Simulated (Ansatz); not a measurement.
# Hf: convergence with LAPW's basis error target

The task here is to estimate one member of a computed series from the others.

Program: Ansatz 0.2.0. Level of theory: DFT, PBE, all-electron LAPW, scalar-relativistic. These are calculated values, not measurements.

2 further runs of the same task are left out: 2 that didn't finish. Runs told in other sessions of the task aren't counted.

### Starting point

Symmetry: P6_3/mmc, No. 194, hexagonal system. The conventional cell has a = 3.197 Å, b = 3.197 Å, c = 5.058 Å, α = 90.00°, β = 90.00°, γ = 120.00°. Around Hf (site symmetry -6m2) lie 12 Hf at 3.13 to 3.20 Å.

Structure file:

```
CELL_PARAMETERS angstrom
3.19670 0.00000 0.00000
-1.59835 2.76842 0.00000
0.00000 0.00000 5.05780
ATOMIC_POSITIONS crystal
Hf 0.33333 0.66667 0.25000
Hf 0.66667 0.33333 0.75000
```

The geometry is a database entry used as it stands. It may stem from high pressure or temperature, or be incomplete, so it serves as a test cell.

Atoms are numbered in the order of the input: Hf1, Hf2.

Set-up of the first run:

Contents of input.yaml:

```yaml
crystal:
  lattice:
    - [3.1966985242, 0.0, 0.0]
    - [-1.5983492621, 2.7684221302, 0.0]
    - [0.0, 0.0, 5.0578]
  atoms:
    - { symbol: Hf, position: [0.3333333333, 0.6666666667, 0.25] }
    - { symbol: Hf, position: [0.6666666667, 0.3333333333, 0.75] }
kpoints:
  mp_grid: { grid: [13, 13, 7] }
scf:
  occupations: { method: fermi_dirac, width: 0.05 }
hamiltonian:
  xc: pbe
  pseudopotentials: { kind: all_electron, lapw: { basis_error: 0.03 } }
output:
  forces: true
  stress: true
  eigenvalues: true
```

Started as:

```bash
> ansatz run input.yaml --threads 1 --pin off --max-ram 2048MiB --backend cpu --events-out ev --progress --plain --runs-dir out
```

Among the steps run: With basis error target 0.03 eV/atom; With basis error target 0.01 eV/atom; With basis error target 0.003 eV/atom; With basis error target 0.0001 eV/atom.

One table of the session follows, with a row left open; its other results are not shown here.

```
basis error target (eV/atom)  pressure (GPa)
                        0.03            0.87
                        0.01            0.82
                       0.003               ?
                      0.0001            0.80
```

Estimate the missing values for basis error target (eV/atom) = 0.003.

Worked estimate for «pressure (GPa)». A straight line through the neighbours (0.01, 0.82) and (0.0001, 0.80) gives 0.82 + (0.80 − 0.82) × (0.003 − 0.01) / (0.0001 − 0.01) = 0.81; a parabola fitted to 3 rows on both sides gives 0.81.

As computed: pressure (GPa): 0.81. In «pressure (GPa)» the line misses by 0.00 and the parabola by 0.00.

Energies are those extrapolated to zero smearing.
